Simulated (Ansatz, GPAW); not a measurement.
This is a calculation of Rb for GPAW 26.7.0 (ASE script). 

File run.py:

```python
from ase.dft.bandgap import bandgap
from ase.io import read, write
from ase.units import GPa
from gpaw import GPAW, PW

atoms = read('POSCAR')

calc = GPAW(mode=PW(600),
            xc='PBE',
            kpts={'size': (7, 7, 7), 'gamma': True},
            occupations={'name': 'methfessel-paxton', 'order': 0, 'width': 0.02},
            nbands=11,
            convergence={'density': 1e-05, 'energy': 1e-05},
            maxiter=150,
            txt='gpaw.txt')
atoms.calc = calc
energy = atoms.get_potential_energy()
forces = atoms.get_forces()
stress = atoms.get_stress()
calc.write('gs.gpw')
write('result.traj', atoms)
print(f'Energy: {energy:.6f} eV')
print('Forces (eV/A):')
print(forces.round(4))
print('Stress (GPa):', (stress / GPa).round(3))
print('Fermi level:', round(calc.get_fermi_level(), 4), 'eV')
print(f'Gap: {bandgap(calc)[0]:.4f} eV, direct: {bandgap(calc, direct=True)[0]:.4f} eV')
```

POSCAR

```
Rb
1.0
   -2.8025000000      2.8025000000      2.8025000000
    2.8025000000     -2.8025000000      2.8025000000
    2.8025000000      2.8025000000     -2.8025000000
Rb
1
Direct
    0.0000000000      0.0000000000      0.0000000000
```

Potentials or basis: GPAW PAW data sets (gpaw-data 1.2.1), pw.

Run with:

```sh
$ OMP_NUM_THREADS=1 python run.py
```

Q: Translate it to Ansatz 0.2.0. Potentials or basis there: all-electron LAPW, scalar-relativistic.

A: As run (cutoffs and basis follow the program's own potentials, and thresholds, step limits or extra output files can differ):

Contents of input.yaml:

```yaml
crystal:
  lattice:
    - [-2.8025, 2.8025, 2.8025]
    - [2.8025, -2.8025, 2.8025]
    - [2.8025, 2.8025, -2.8025]
  atoms:
    - { symbol: Rb, position: [0.0, 0.0, 0.0] }
kpoints:
  mp_grid: { grid: [7, 7, 7] }
scf:
  occupations: { method: gaussian, width: 0.02 }
hamiltonian:
  xc: pbe
  pseudopotentials: { kind: all_electron, lapw: { basis_error: 0.001 } }
output:
  forces: true
  stress: true
  eigenvalues: true
```

Potentials or basis: all-electron LAPW, scalar-relativistic.

Launch:

```bash
$ ansatz run input.yaml --threads 1 --pin off --max-ram 3072MiB --backend cpu --events-out ev --progress --plain --runs-dir out
```

Both were run:

|  | GPAW | Ansatz |
| --- | --- | --- |
| Pressure | 0.1 GPa | 0.1 GPa |

Where Ansatz's input types no cutoff or centring, it takes its own default and a Γ-centred mesh.

Pressure is positive in compression.
